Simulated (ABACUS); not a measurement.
Crystal: Pd.

```
Pd
1.0
     0.00000    1.94650    1.94650
     1.94650    0.00000    1.94650
     1.94650    1.94650    0.00000
Pd
1
Direct
  0.00000 0.00000 0.00000
```

Base run:

| Property | Result |
| --- | --- |
| Program | ABACUS 3.10.1 |
| Functional | B86bPBE |
| Potentials or basis | SSSP 1.3 efficiency PBE |
| Cutoff | 748 eV |
| Density cutoff | 5987 eV |
| Basis | plane waves |
| k mesh | 10 × 10 × 10 |
| Occupations | fermi-dirac, width 0.05 eV |
| Spin | no spin polarisation |

Its results: band gap on the k mesh none (metal or under the smearing width); pressure 8.5 GPa.

Question: The run is repeated on the same cell with these changes: functional from B86bPBE to revPBE; potentials or basis from SSSP 1.3 efficiency PBE to SG15 ONCV 1.2 PBE; cutoff from 748 eV to 1116 eV; density cutoff from 5987 eV to 4463 eV. What comes out?

Answer: Band gap on the k mesh none (metal or under the smearing width); pressure 10.4 GPa.

Caveats: the potentials were made for another functional, which shifts forces and pressure.
